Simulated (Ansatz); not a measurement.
Relaxed bulk Ti:

```
Ti
1.0
     4.51529    0.00000    0.00000
    -2.25765    3.91036    0.00000
     0.00000    0.00000    2.79879
Ti
3
Cartesian
  0.0000 0.0000 0.0000
  0.0000 2.6069 1.3994
  2.2576 1.3035 1.3994
```

Miller indices refer to the conventional cell of P6/mmm (No. 191), a = 4.515 Å, b = 4.515 Å, c = 2.799 Å, α = 90.00°, β = 90.00°, γ = 120.00°.

Consider the (001) slab of 7 planes, 8.4 Å thick with 15 Å of vacuum as cut; outer planes Ti (top) and Ti (bottom), all atoms relaxed.

Level of theory: DFT PBEsol, scalar-relativistic, plane waves, PAW in Ansatz. Plane waves to 420 eV, a k mesh through Γ of 9×9×1 on the computed 10-atom cell and Gaussian smearing (0.10 eV); no spin polarisation. The cell repeats along c with a dipole correction in the vacuum.

(1) Estimate the surface energy (mean of both faces).

(2) Give the work function.

(3) The top two planes lie 1.399 Å apart in the bulk. How does relaxation change this?

Answers

(1) 2.07 J/m².

(2) 3.40 eV.

(3) The spacing becomes 1.265 Å (-9.6 %).

The reference crystal is a form of Ti, which isn't its usual structure.